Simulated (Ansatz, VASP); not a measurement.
Given: the input of a run of Ansatz 0.2.0 on TiC.

Contents of input.yaml:

```yaml
crystal:
  lattice:
    - [0.0, 2.1657188437, 2.1657188437]
    - [2.1657188437, 0.0, 2.1657188437]
    - [2.1657188437, 2.1657188437, 0.0]
  atoms:
    - { symbol: Ti, position: [0.0, 0.0, 0.0] }
    - { symbol: C, position: [0.5, 0.5, 0.5] }
hamiltonian:
  xc: revpbe
  pseudopotentials: { kind: paw }
  dispersion: d3bj
kpoints:
  mp_grid: { grid: [11, 11, 11] }
scf:
  occupations: { method: fermi_dirac, width: 0.05 }
output:
  forces: true
  stress: true
relax:
  f_tol: 0.01
  max_steps: 40
  cell: { stress_tol: 0.05 }
```

Potentials or basis: Ansatz PAW.

The run is started by

```console
$ ansatz run input.yaml --threads 2 --pin off --max-ram 5632MiB --backend cpu --events-out ev --progress --plain --runs-dir out
```

Translate it to VASP 6.6.1. Potentials there: VASP PAW PBE potentials, release 64 (Ti_sv, C).

As run (the cutoff follows the program's own potentials):

File INCAR:

```
PREC = Accurate
ENCUT = 600
EDIFF = 1E-6
ISMEAR = -1
SIGMA = 0.05
LREAL = False
LASPH = True
NELM = 100
ALGO = Normal
ISIF = 3
LWAVE = False
LCHARG = False
GGA = RE
IVDW = 12
IBRION = 2
NSW = 60
EDIFFG = -0.01
```

File KPOINTS:

```
Automatic mesh
0
Gamma
  11 11 11
```

POSCAR

```
TiC
1.0
    0.0000000000      2.1657188437      2.1657188437
    2.1657188437      0.0000000000      2.1657188437
    2.1657188437      2.1657188437      0.0000000000
Ti C
1 1
Direct
    0.0000000000      0.0000000000      0.0000000000
    0.5000000000      0.5000000000      0.5000000000
```

Potentials or basis: VASP PAW PBE potentials, release 64 (Ti_sv, C).

Run with:

```sh
$ cat potpaw_PBE.64/Ti_sv/POTCAR potpaw_PBE.64/C/POTCAR > POTCAR
$ mpirun -np 1 vasp_std > vasp.out
```

Both were run:

|  | VASP | Ansatz | Ansatz less VASP |
| --- | --- | --- | --- |
| relaxed volume (Å³/atom) | 9.74 | 9.74 | -0.005 |
| relaxed cell length with the largest relative difference (Å) | 3.020 | 3.020 | -0.0005 |
| energy change over the relaxation (meV/atom) | -14 | -14 | -0.1 |

Caveats: the PAW data sets were made with another functional, which shifts forces and pressure a little (VASP); pairwise dispersion overbinds metals, which lowers pressure and volume (VASP); the plane-wave basis is chosen anew once the cell has moved, so the energies of steps on either side of that aren't comparable (Ansatz); the PAW data sets come from PBE, with cores solved anew for the run's functional, which leaves a small shift of forces and pressure (Ansatz).
